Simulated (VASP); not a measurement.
Al:

```
Al
1.0
     0.00000    2.02481    2.02481
     2.02481    0.00000    2.02481
     2.02481    2.02481    0.00000
Al
1
Cartesian
  0.0000 0.0000 0.0000
```

```yaml
Program: VASP 6.6.1
Task: relaxation of cell and atoms
Functional: PBEsol
Potentials_or_basis: VASP PAW PBE potentials, release 64 (Al)
Cutoff: 600 eV
k_mesh: 11 × 11 × 11
Occupations: fermi-dirac, width 0.05 eV
Spin: no spin polarisation
```

At the start: pressure -1.9 GPa; volume 16.60 Å³/atom.

**Question.** How do energy, volume and symmetry change on relaxing?

**Answer.** Over 3 steps the energy falls by 2.3 meV/atom and the volume is 16.21 Å³/atom (-2.3 %); space group Fm-3m (No. 225, to 0.05 Å).

Step by step:
| step | energy change (eV) | largest force (eV/Å) | pressure (GPa) | volume (Å³) |
| --- | --- | --- | --- | --- |
| 1 | 0.0000 | 0.0000 | -1.87 | 16.60 |
| 2 | -0.0022 | 0.0000 | 0.39 | 16.14 |
| 3 | -0.0023 | 0.0000 | 0.00 | 16.21 |

Final structure:
```cif
data_structure
_symmetry_space_group_name_H-M 'P 1'
_symmetry_Int_Tables_number 1
_cell_length_a 2.8410
_cell_length_b 2.8410
_cell_length_c 2.8410
_cell_angle_alpha 60.000
_cell_angle_beta 60.000
_cell_angle_gamma 60.000
_cell_volume 16.21
loop_
_atom_site_label
_atom_site_type_symbol
_atom_site_fract_x
_atom_site_fract_y
_atom_site_fract_z
_atom_site_occupancy
Al1 Al 0.00000 0.00000 0.00000 1
```

The cell as given is a measured one (16.60 Å³/atom); PBEsol puts the equilibrium volume -2.3 % from it, thermal expansion not counted.

Caveat: the PAW data sets were made with another functional, which shifts forces and pressure a little.
